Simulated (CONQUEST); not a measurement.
GaP:

```xyz
4
Lattice="3.8541 0.0000 0.0000 0.0000 3.8541 0.0000 0.0000 0.0000 5.4505" Properties=species:S:1:pos:R:3 pbc="T T T"
Ga    0.0000    0.0000    0.0000
Ga    1.9270    1.9270    2.7252
P     0.0000    1.9270    1.3626
P     1.9270    0.0000    4.0879
```

Base run:

| Item | Value |
| --- | --- |
| Program | CONQUEST 1.3 |
| Functional | PBE |
| Potentials or basis | PseudoDojo NC PBE, SZP, grid cutoff 120 Ha |
| k mesh | 5 × 5 × 4 |
| Occupations | fermi-dirac, width 0.05 eV |
| Spin | no spin polarisation |

Its results: band gap on the k mesh 1.67 eV; pressure 6.8 GPa.

The run is repeated on the same cell with these changes: k mesh from 5 × 5 × 4 to 4 × 4 × 3. What comes out?

Band gap on the k mesh 1.74 eV; pressure 6.9 GPa.

Caveats: the atomic basis is small; an odd mesh through Γ misses points on the zone boundary, where band edges often lie; the basis of atomic orbitals isn't converged, which shifts pressures, moduli and gaps; the real-space grid breaks the cell's symmetry a little.
